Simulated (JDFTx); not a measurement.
# Zr (P-1) in JDFTx: convergence with smearing width

Aim: find how far smearing width must go before the results for Zr settle, at PBEsol. This setting moves, with any that are tied to it; all else stays.

Program: JDFTx 1.7.0 (patched build). These are calculated values, not measurements. Logs are shortened: lines on timing, memory, paths and dates and some standing lists are left out, and cuts for length are marked. The log counts tension as positive stress, the text compression.

## (1) The cell of the first run

The typed cell holds 2 atoms: a = 3.232 Å, b = 3.232 Å, c = 5.147 Å, α = 90.00°, β = 90.00°, γ = 120.00°.

The cell isn't the ideal one: atoms moved at random, drawn with an rms of 0.15 Å.

## (2) With smearing width 0.3 eV

File Zr.in:

```
include Zr.lattice
coords-type Lattice
include Zr.ionpos

ion-species pseudo/Zr.upf
elec-cutoff 33 264
elec-ex-corr gga-PBEsol
kpoint-folding 7 7 4
elec-smearing Cold 0.0055123983
elec-n-bands 18
electronic-SCF nIterations 100 energyDiffThreshold 1e-09
electronic-minimize nIterations 30 energyDiffThreshold 1e-7
forces-output-coords Cartesian

dump-name run.$VAR
dump End Ecomponents EigStats BandEigs Kpoints Forces Stress
```

File Zr.lattice:

```
lattice \
    6.1075948348    -3.0537974174     0.0000000000 \
    0.0000000000     5.2893322829     0.0000000000 \
    0.0000000000     0.0000000000     9.7264203634
```

File Zr.ionpos:

```
ion Zr     0.6502920000     0.3532290000     0.7686840000 1
ion Zr     0.3415190000     0.6669130000     0.2624090000 1
```

Potentials or basis: PseudoDojo-SR-PBEsol-0.4.1-standard with smoothed tails.

The run is started by

```bash
$ jdftx -c 1 -i Zr.in -o Zr.out
```

The log of the run:

```text
*************** JDFTx 1.7.0 (patched build) ***************

Input parsed successfully to the following command list (including defaults):
[... the input with its defaults ...]

---------- Setting up symmetries ----------

Found 24 point-group symmetries of the bravais lattice
Found 2 space-group symmetries with basis
Applied RMS atom displacement 0 bohrs to make symmetries exact.

---------- Initializing the Grid ----------
R =
[      6.10759      -3.0538            0  ]
[            0      5.28933            0  ]
[            0            0      9.72642  ]
unit cell volume = 314.213
G =
[    1.02875   0.593949         -0  ]
[          0     1.1879          0  ]
[          0         -0   0.645992  ]
Minimum fftbox size, Smin = [  48  48  72  ]
Chosen fftbox size, S = [  48  48  72  ]

---------- Initializing tighter grid for wavefunction operations ----------
R =
[      6.10759      -3.0538            0  ]
[            0      5.28933            0  ]
[            0            0      9.72642  ]
unit cell volume = 314.213
G =
[    1.02875   0.593949         -0  ]
[          0     1.1879          0  ]
[          0         -0   0.645992  ]
Minimum fftbox size, Smin = [  32  32  52  ]
Chosen fftbox size, S = [  32  32  54  ]

---------- Exchange Correlation functional ----------
Initalized PBEsol GGA exchange.
Initalized PBEsol GGA correlation.

---------- Setting up pseudopotentials ----------
Width of ionic core gaussian charges (only for fluid interactions / plotting) set to 0

Reading pseudopotential file 'pseudo/Zr.upf':
  'Zr' pseudopotential, 'PBESOL' functional
  Generated using ONCVPSP code by D. R. Hamann
  12 valence electrons, 4 orbitals, 6 projectors, 1001 radial grid points, with lMax = 2
    4S    l: 0   occupation:  2.0   eigenvalue: -2.001217
    4P    l: 1   occupation:  6.0   eigenvalue: -1.191752
    4D    l: 2   occupation:  2.0   eigenvalue: -0.132729
    5S    l: 0   occupation:  2.0   eigenvalue: -0.164081
  Core radius for overlap checks: 1.48 bohrs.

Initialized 1 species with 2 total atoms.

Folded 1 k-points by 7x7x4 to 196 k-points.

---------- Setting up k-points, bands, fillings ----------
Reduced to 99 k-points under symmetry.
Computing the number of bands and number of electrons
Calculating initial fillings.
nElectrons:  24.000000   nBands: 18   nStates: 99

----- Setting up reduced wavefunction bases (one per k-point) -----
average nbasis = 2845.066 , ideal nbasis = 2845.044

---------- Setting up ewald sum ----------
Optimum gaussian width for ewald sums = 2.416275 bohr.
Real space sum over 1521 unit cells with max indices [  6  6  4  ]
Reciprocal space sum over 2057 terms with max indices [  5  5  8  ]

---------- Allocating electronic variables ----------
Initializing wave functions:  linear combination of atomic orbitals
Zr pseudo-atom occupations:   s ( 2 2 )  p ( 6 )  d ( 2 )
	FillingsUpdate:  mu: +0.542005480  nElectrons: 24.000000
LCAOMinimize: Iter:   0  F: -94.7272826100418541  |grad|_K:  1.003e-04  alpha:  1.000e+00
	FillingsUpdate:  mu: +0.541493346  nElectrons: 24.000000
LCAOMinimize: Iter:   1  F: -94.7274238497489307  |grad|_K:  3.299e-05  alpha:  6.463e-01  linmin:  2.891e-04  cgtest:  1.609e-03
	FillingsUpdate:  mu: +0.541335255  nElectrons: 24.000000
LCAOMinimize: Iter:   2  F: -94.7274384795245226  |grad|_K:  1.690e-06  alpha:  6.162e-01  linmin: -2.836e-03  cgtest: -4.962e-03
	FillingsUpdate:  mu: +0.541336585  nElectrons: 24.000000
LCAOMinimize: Iter:   3  F: -94.7274385280590110  |grad|_K:  2.237e-07  alpha:  7.778e-01  linmin: -3.143e-05  cgtest: -9.638e-03
	FillingsUpdate:  mu: +0.541336942  nElectrons: 24.000000
LCAOMinimize: Iter:   4  F: -94.7274385289281469  |grad|_K:  4.620e-08  alpha:  7.973e-01  linmin:  6.109e-03  cgtest: -2.802e-02
LCAOMinimize: Converged (|Delta F|<1.000000e-06 for 2 iters).

-------- Electronic minimization -----------
Will mix electronic density at each iteration.
	FillingsUpdate:  mu: +0.541336942  nElectrons: 24.000000
	FillingsUpdate:  mu: +0.526312782  nElectrons: 24.000000
SCF: Cycle:  0   F: -94.782868894910266   dF: -5.543e-02   |Residual|: 8.101e-02   |deigs|: 1.215e-02
	FillingsUpdate:  mu: +0.519313642  nElectrons: 24.000000
SCF: Cycle:  1   F: -94.787701648619731   dF: -4.833e-03   |Residual|: 4.283e-02   |deigs|: 1.500e-02
	FillingsUpdate:  mu: +0.512890376  nElectrons: 24.000000
SCF: Cycle:  2   F: -94.789452474095626   dF: -1.751e-03   |Residual|: 1.227e-02   |deigs|: 1.465e-02
	FillingsUpdate:  mu: +0.515031919  nElectrons: 24.000000
SCF: Cycle:  3   F: -94.789444610001283   dF: +7.864e-06   |Residual|: 9.306e-03   |deigs|: 5.320e-03
	FillingsUpdate:  mu: +0.513838196  nElectrons: 24.000000
SCF: Cycle:  4   F: -94.789522954857944   dF: -7.834e-05   |Residual|: 8.764e-04   |deigs|: 2.731e-03
	FillingsUpdate:  mu: +0.513793554  nElectrons: 24.000000
SCF: Cycle:  5   F: -94.789526031530315   dF: -3.077e-06   |Residual|: 3.038e-04   |deigs|: 1.316e-04
	FillingsUpdate:  mu: +0.513793907  nElectrons: 24.000000
SCF: Cycle:  6   F: -94.789526828615777   dF: -7.971e-07   |Residual|: 5.856e-05   |deigs|: 3.118e-05
	FillingsUpdate:  mu: +0.513794086  nElectrons: 24.000000
SCF: Cycle:  7   F: -94.789527125877953   dF: -2.973e-07   |Residual|: 7.212e-05   |deigs|: 2.838e-05
	FillingsUpdate:  mu: +0.513794841  nElectrons: 24.000000
SCF: Cycle:  8   F: -94.789527240223777   dF: -1.143e-07   |Residual|: 7.480e-05   |deigs|: 1.651e-05
	FillingsUpdate:  mu: +0.513796994  nElectrons: 24.000000
SCF: Cycle:  9   F: -94.789527291949909   dF: -5.173e-08   |Residual|: 7.333e-05   |deigs|: 1.788e-05
	FillingsUpdate:  mu: +0.513792026  nElectrons: 24.000000
SCF: Cycle: 10   F: -94.789527310497363   dF: -1.855e-08   |Residual|: 1.068e-04   |deigs|: 1.993e-05
	FillingsUpdate:  mu: +0.513828811  nElectrons: 24.000000
SCF: Cycle: 11   F: -94.789527304302382   dF: +6.195e-09   |Residual|: 1.754e-04   |deigs|: 9.131e-05
	FillingsUpdate:  mu: +0.513813219  nElectrons: 24.000000
SCF: Cycle: 12   F: -94.789527333357483   dF: -2.906e-08   |Residual|: 6.351e-05   |deigs|: 4.768e-05
	FillingsUpdate:  mu: +0.513809684  nElectrons: 24.000000
SCF: Cycle: 13   F: -94.789527338467579   dF: -5.110e-09   |Residual|: 3.351e-05   |deigs|: 1.181e-05
	FillingsUpdate:  mu: +0.513809021  nElectrons: 24.000000
SCF: Cycle: 14   F: -94.789527340126881   dF: -1.659e-09   |Residual|: 2.772e-05   |deigs|: 1.481e-05
	FillingsUpdate:  mu: +0.513804747  nElectrons: 24.000000
SCF: Cycle: 15   F: -94.789527341647954   dF: -1.521e-09   |Residual|: 7.747e-06   |deigs|: 2.098e-05
	FillingsUpdate:  mu: +0.513805895  nElectrons: 24.000000
SCF: Cycle: 16   F: -94.789527342007403   dF: -3.594e-10   |Residual|: 3.120e-06   |deigs|: 8.944e-06
	FillingsUpdate:  mu: +0.513806102  nElectrons: 24.000000
SCF: Cycle: 17   F: -94.789527342149114   dF: -1.417e-10   |Residual|: 3.343e-06   |deigs|: 1.673e-05
SCF: Converged (|Delta E|<1.000000e-09 for 2 iters).

Setting wave functions to eigenvectors of Hamiltonian

# Stress tensor in Cartesian coordinates [Eh/a0^3]:
[  9.48194e-05   3.0332e-05  3.70775e-07  ]
[   3.0332e-05  0.000126506 -2.34036e-07  ]
[  3.70775e-07 -2.34036e-07  0.000110071  ]

# Ionic positions in lattice coordinates:
ion Zr   0.650292000000000   0.353229000000000   0.768684000000000 1
ion Zr   0.341519000000000   0.666913000000000   0.262409000000000 1

# Forces in Cartesian coordinates:
force Zr   0.002040975029562  -0.001015553063036  -0.002505172471112 1
force Zr  -0.002040975029562   0.001015553063036   0.002505172471112 1

# Energy components:
   Eewald =      -77.0503059713328327
       EH =       13.6887485900558890
     Eloc =      -57.2512133891196129
      Enl =       10.4866426384803564
      Exc =      -19.8896965055338839
 Exc_core =        6.4036629079374023
       KE =       28.8227349579567296
-------------------------------------
     Etot =      -94.7894267715559664
       TS =        0.0001005705931480
-------------------------------------
        F =      -94.7895273421491140

IonicMinimize: Iter:   0  F: -94.789527342149114  |grad|_K:  1.956e-03
IonicMinimize: None of the convergence criteria satisfied after 0 iterations.

#--- Lowdin population analysis ---
# oxidation-state Zr +0.066 +0.066

Dumping 'run.eigStats' ...
	eMin: -1.277372 at state 0 ( [ +0.000000 +0.000000 +0.000000 ] spin 0 )
	HOMO: +0.511933 at state 80 ( [ +0.428571 +0.285714 +0.250000 ] spin 0 )
	mu  : +0.513806
	LUMO: +0.513312 at state 81 ( [ +0.428571 +0.285714 +0.500000 ] spin 0 )
	eMax: +0.707002 at state 71 ( [ +0.428571 +0.000000 +0.000000 ] spin 0 )
	HOMO-LUMO gap: +0.001379
	Optical gap  : +0.008669 at state 2 ( [ +0.000000 +0.000000 +0.500000 ] spin 0 )
Done!
```

Wall time 3.2 min (1 thread of Arm Neoverse V2, shared host); peak memory 0.3 GiB.

Results:

```yaml
Free_energy: -2579.3544 eV
Pressure: -3.2 GPa
Largest_force: 0.174 eV/Å
Band_gap_on_the_k_mesh: none (metal or under the smearing width)
```

## (3) With smearing width 0.2 eV

Zr.in, as its differences from that of step 2:

```diff
@@ -8,3 +8,3 @@
 kpoint-folding 7 7 4
-elec-smearing Cold 0.0055123983
+elec-smearing Cold 0.0036749322
 elec-n-bands 18
```

Zr.lattice is that of step 2.

Zr.ionpos is that of step 2.

Potentials or basis: PseudoDojo-SR-PBEsol-0.4.1-standard with smoothed tails.

The run is started by

```bash
$ jdftx -c 1 -i Zr.in -o Zr.out
```

Wall time 3.1 min (1 thread of Arm Neoverse V2, shared host); peak memory 0.3 GiB.

Results:

```
Free energy            : -2579.3491 eV
Pressure               : -3.1 GPa
Largest force          : 0.143 eV/Å
Band gap on the k mesh : none (metal or under the smearing width)
```

## (4) With smearing width 0.15 eV

Zr.in, as its differences from that of step 3:

```diff
@@ -8,3 +8,3 @@
 kpoint-folding 7 7 4
-elec-smearing Cold 0.0036749322
+elec-smearing Cold 0.0027561992
 elec-n-bands 18
```

Zr.lattice is that of step 3.

Zr.ionpos is that of step 3.

The run is started by

```bash
$ jdftx -c 1 -i Zr.in -o Zr.out
```

It took 2.9 min on 1 thread of Arm Neoverse V2, shared host; peak memory 0.3 GiB.

What came out:

* Free energy: -2579.3451 eV
* Pressure: -3.1 GPa
* Largest force: 0.119 eV/Å
* Band gap on the k mesh: none (metal or under the smearing width)

## (5) With smearing width 0.1 eV

Zr.in, as its differences from that of step 4:

```diff
@@ -8,3 +8,3 @@
 kpoint-folding 7 7 4
-elec-smearing Cold 0.0027561992
+elec-smearing Cold 0.0018374661
 elec-n-bands 18
```

Zr.lattice is that of step 4.

Zr.ionpos is that of step 4.

The run is started by

```bash
$ jdftx -c 1 -i Zr.in -o Zr.out
```

It took 2.9 min on 1 thread of Arm Neoverse V2, shared host; peak memory 0.29 GiB.

Results:

```
Free energy            : -2579.3424 eV
Pressure               : -3.1 GPa
Largest force          : 0.106 eV/Å
Band gap on the k mesh : none (metal or under the smearing width)
```

## (6) With smearing width 0.05 eV

Zr.in, as its differences from that of step 5:

```diff
@@ -8,3 +8,3 @@
 kpoint-folding 7 7 4
-elec-smearing Cold 0.0018374661
+elec-smearing Cold 0.00091873305
 elec-n-bands 18
```

Zr.lattice is that of step 5.

Zr.ionpos is that of step 5.

Potentials or basis: PseudoDojo-SR-PBEsol-0.4.1-standard with smoothed tails.

The run is started by

```bash
$ jdftx -c 1 -i Zr.in -o Zr.out
```

It took 2.9 min on 1 thread of Arm Neoverse V2, shared host; peak memory 0.3 GiB.

It converged, with:

* Free energy: -2579.3412 eV
* Pressure: -3.1 GPa
* Largest force: 0.118 eV/Å
* Band gap on the k mesh: none (metal or under the smearing width)

## (7) With smearing width 0.025 eV

Zr.in, as its differences from that of step 6:

```diff
@@ -8,3 +8,3 @@
 kpoint-folding 7 7 4
-elec-smearing Cold 0.00091873305
+elec-smearing Cold 0.00045936653
 elec-n-bands 18
```

Zr.lattice is that of step 6.

Zr.ionpos is that of step 6.

The run is started by

```bash
$ jdftx -c 1 -i Zr.in -o Zr.out
```

Wall time 3 min (1 thread of Arm Neoverse V2, shared host); peak memory 0.3 GiB.

Results (log left out):

| Property | Result |
| --- | --- |
| Free energy | -2579.3410 eV |
| Pressure | -3.1 GPa |
| Largest force | 0.113 eV/Å |
| Band gap on the k mesh | none (metal or under the smearing width) |

## (8) With smearing width 0.01 eV

Zr.in, as its differences from that of step 7:

```diff
@@ -8,3 +8,3 @@
 kpoint-folding 7 7 4
-elec-smearing Cold 0.00045936653
+elec-smearing Cold 0.00018374661
 elec-n-bands 18
```

Zr.lattice is that of step 7.

Zr.ionpos is that of step 7.

The run is started by

```bash
$ jdftx -c 1 -i Zr.in -o Zr.out
```

It took 2.9 min on 1 thread of Arm Neoverse V2, shared host; peak memory 0.29 GiB.

Results (log left out):

| Property | Result |
| --- | --- |
| Free energy | -2579.3408 eV |
| Pressure | -3.1 GPa |
| Largest force | 0.112 eV/Å |
| Band gap on the k mesh | none (metal or under the smearing width) |

## (9) Summary

```tsv
smearing width	energy less the tightest run, at zero smearing (meV/atom)	pressure (GPa)	largest force (eV/Å)	SCF cycles	CPU time (s)	peak memory (GiB)
0.3 eV	-6.81	-3.25	0.174	18	190	0.3
0.2 eV	-4.13	-3.15	0.143	17	190	0.3
0.15 eV	-2.16	-3.14	0.119	16	180	0.3
0.1 eV	-0.77	-3.13	0.106	16	180	0.29
0.05 eV	-0.21	-3.07	0.118	16	170	0.3
0.025 eV	-0.09	-3.06	0.113	17	180	0.3
0.01 eV	0.00	-3.07	0.112	16	170	0.29
```

Against the tightest run, the energy stays within 1 meV/atom from 0.1 eV on; the pressure stays within 0.1 GPa from 0.2 eV on; the largest force stays within 0.005 eV/Å from 0.025 eV on. Narrower smearing needs a denser k mesh, so at a fixed mesh the narrowest width isn't the most accurate. The tightest run that finished is the yardstick and may itself not be fully converged.
